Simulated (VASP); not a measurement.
Set up this calculation in VASP 6.6.1, as the native input.

* Task: relaxation of shape and atoms at fixed volume
* Functional: PBE
* Potentials or basis: VASP PAW PBE potentials, release 64 (Zn, O)
* Cutoff: 600 eV
* k mesh: 9 × 9 × 5
* Occupations: gaussian, width 0.03 eV
* Spin: no spin polarisation
* Further INCAR settings: ALGO = Fast; EDIFF = 1e-07; IBRION = 2; EDIFFG = -0.01; NSW = 40; ISIF = 4

The structure of ZnO (zincite) lies in POSCAR:

```
ZnO                                     
1.0
    3.3082662462     -0.0000000000      0.0000000000
   -1.6541331231      2.8650426117      0.0000000000
    0.0000000000     -0.0000000000      5.3354927980
  Zn              O             
     2     2
Direct
     0.3333333332999970    0.6666666667000030    0.4998270072482157
     0.6666666667000030    0.3333333332999970    0.9998270072482157
     0.6666666667000030    0.3333333332999970    0.3791829927517852
     0.3333333332999970    0.6666666667000030    0.8791829927517852
```

The cell isn't the ideal one: a relaxed cell with its volume scaled by 1.02.

The input as run:

INCAR

```
SYSTEM = ZnO
PREC = Accurate ; ENCUT = 600
EDIFF = 1E-7 ; ISMEAR = 0
SIGMA = 0.03 ; LREAL = .FALSE.
LASPH = .TRUE. ; NELM = 80
ALGO = Fast ; ISIF = 4
LWAVE = .FALSE. ; LCHARG = .FALSE.
GGA = PE ; IBRION = 2
NSW = 40 ; EDIFFG = -0.01
```

KPOINTS

```
regular mesh
0
G
  9 9 5
  0 0 0
```

Potentials or basis: VASP PAW PBE potentials, release 64 (Zn, O).

The run is started by

```console
$ cat potpaw_PBE.64/Zn/POTCAR potpaw_PBE.64/O/POTCAR > POTCAR
$ mpirun -np 1 vasp_std > vasp.out
```

It gave:

The pressure after relaxing is -2.5 GPa and the band gap on the k mesh is 0.69 eV, direct.

Caveat: the relaxation stopped at its first step, so nothing moved.

Wall time 55 s on 1 thread of Intel(R) Xeon(R) Platinum 8375C CPU @ 2.90GHz (Ice Lake), on a shared host, peak memory 0.2 GiB.
